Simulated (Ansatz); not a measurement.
# Ti3Al5: the cost of one run

Computed with Ansatz 0.2.0 (DFT r2SCAN, scalar-relativistic, plane waves, PAW, unless a step's input says otherwise).

1 further run of the same task is left out (set aside as unsound or not needed). Runs told in other sessions of the task aren't counted.

### 1 The starting structure

The structure is tetragonal, space group P4/mmm (No. 123). The conventional cell has a = 3.898 Å, b = 3.898 Å, c = 8.325 Å, α = 90.00°, β = 90.00°, γ = 90.00°. Ti (site symmetry 4/mmm) has 4 Ti at 2.76 Å and 8 Al at 2.84 Å in its first shell of neighbours. Around Ti (site symmetry 4/mmm) lie 12 Al at 2.76 to 2.86 Å. Al (site symmetry 2mm) is surrounded by 6 Al at 2.76 to 2.86 Å and 6 Ti at 2.84 to 2.86 Å. Around Al (site symmetry 4/mmm) lie 4 Ti at 2.76 Å and 8 Al at 2.86 Å.

As a file:

```xyz
8
Lattice="3.8983 0.0000 0.0000 0.0000 3.8983 0.0000 0.0000 0.0000 8.3249" Properties=species:S:1:pos:R:3 pbc="T T T"
Ti    0.0000    0.0000    4.1625
Ti    1.9491    1.9491    0.0000
Ti    1.9491    1.9491    4.1625
Al    0.0000    1.9491    2.0923
Al    0.0000    1.9491    6.2326
Al    1.9491    0.0000    2.0923
Al    1.9491    0.0000    6.2326
Al    0.0000    0.0000    0.0000
```

It goes back to an entry of the Materials Project, which need not be the stable form.

It is the result of an earlier relaxation at this level (volume 15.81 Å³/atom; gap on the mesh: none (metal)).

### 2 The reference cell

Reference values: F = -10218.7044 eV; pressure 0.02 GPa; largest force 0.002 eV/Å; gap on the mesh none (metal). It was computed beforehand with the settings of the runs below.

### 3 Next: a two-dimensional strain map

The cell is strained by p along both x and y and by q along z, with fractional coordinates fixed.

### 4 Point p = -0.050, q = -0.050

The input, input.yaml:

```yaml
crystal:
  lattice:
    - [3.7033725143, 0.0, 0.0]
    - [0.0, 3.7033725143, 0.0]
    - [0.0, 0.0, 7.9086853463]
  atoms:
    - { symbol: Ti, position: [0.0, 0.0, 0.5] }
    - { symbol: Ti, position: [0.5, 0.5, 0.0] }
    - { symbol: Ti, position: [0.5, 0.5, 0.5] }
    - { symbol: Al, position: [0.0, 0.5, 0.2513308222] }
    - { symbol: Al, position: [0.0, 0.5, 0.7486691778] }
    - { symbol: Al, position: [0.5, 0.0, 0.2513308222] }
    - { symbol: Al, position: [0.5, 0.0, 0.7486691778] }
    - { symbol: Al, position: [0.0, 0.0, 0.0] }
basis:
  ecutwfc: 500
kpoints:
  mp_grid: { grid: [10, 10, 6] }
hamiltonian:
  xc: r2scan
scf:
  occupations: { method: gaussian, width: 0.15 }
output:
  forces: true
  stress: true
  eigenvalues: true
  write_density: true
  write_potential: true
  elf: true
  volumetric_format: npy
```

Run with:

```bash
> ansatz run input.yaml --threads 2 --pin off --max-ram 5120MiB --backend cpu --events-out ev --progress --plain --runs-dir out
```

**Question.** How long does this run take on 2 threads of Intel Xeon 6975P-C (Granite Rapids), shared host, and how much memory does it need?

About 11 s, with a peak of 0.77 GiB.
